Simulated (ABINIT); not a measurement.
Crystal: P.

```xyz
2
Lattice="1.7257 0.9963 3.1297 -1.7257 0.9963 3.1297 0.0000 -1.9927 3.1297" Properties=species:S:1:pos:R:3 pbc="T T T"
P     0.0000    0.0000    7.2570
P     0.0000    0.0000    2.1321
```

This isn't the form of P at room conditions, which is orthorhombic.

| Property | Result |
| --- | --- |
| Program | ABINIT 10.8.3 (patched build) |
| Task | relaxation of cell and atoms |
| Functional | LDA |
| Potentials or basis | PseudoDojo NC SR LDA v0.4.1 standard |
| Cutoff | 653 eV |
| k mesh | 7 × 7 × 7 |
| Occupations | fermi-dirac, width 0.05 eV |
| Spin | no spin polarisation |

At the start: pressure -3.3 GPa; volume 16.14 Å³/atom.

Question: How do energy, volume and symmetry change on relaxing?

Answer: Over 11 steps the energy falls by 17.2 meV/atom and the volume is 15.03 Å³/atom (-6.9 %); space group R-3m (No. 166, to 0.05 Å).

Step by step:
| step | energy change (eV) | largest force (eV/Å) | pressure (GPa) | volume (Å³) |
| --- | --- | --- | --- | --- |
| 1 | 0.0000 | 0.1305 | -3.35 | 32.29 |
| 2 | -0.0070 | 0.1780 | -2.66 | 31.96 |
| 3 | -0.0237 | 0.2920 | 1.25 | 30.34 |
| 4 | -0.0263 | 0.2448 | 0.89 | 30.39 |
| 5 | -0.0341 | 0.0166 | 0.04 | 30.20 |
| 6 | -0.0342 | 0.0079 | 0.01 | 30.17 |
| 7 | -0.0343 | 0.0032 | 0.00 | 30.12 |
| 8 | -0.0343 | 0.0021 | 0.00 | 30.08 |
| 9 | -0.0343 | 0.0013 | 0.00 | 30.05 |
| 10 | -0.0343 | 0.0010 | 0.00 | 30.05 |
| 11 | -0.0343 | 0.0003 | 0.00 | 30.05 |

Final structure:
```xyz
2
Lattice="1.7114 0.9881 2.9618 -1.7114 0.9881 2.9618 0.0000 -1.9762 2.9618" Properties=species:S:1:pos:R:3 pbc="T T T"
P     0.0000    0.0000    6.8256
P     0.0000    0.0000    2.0597
```
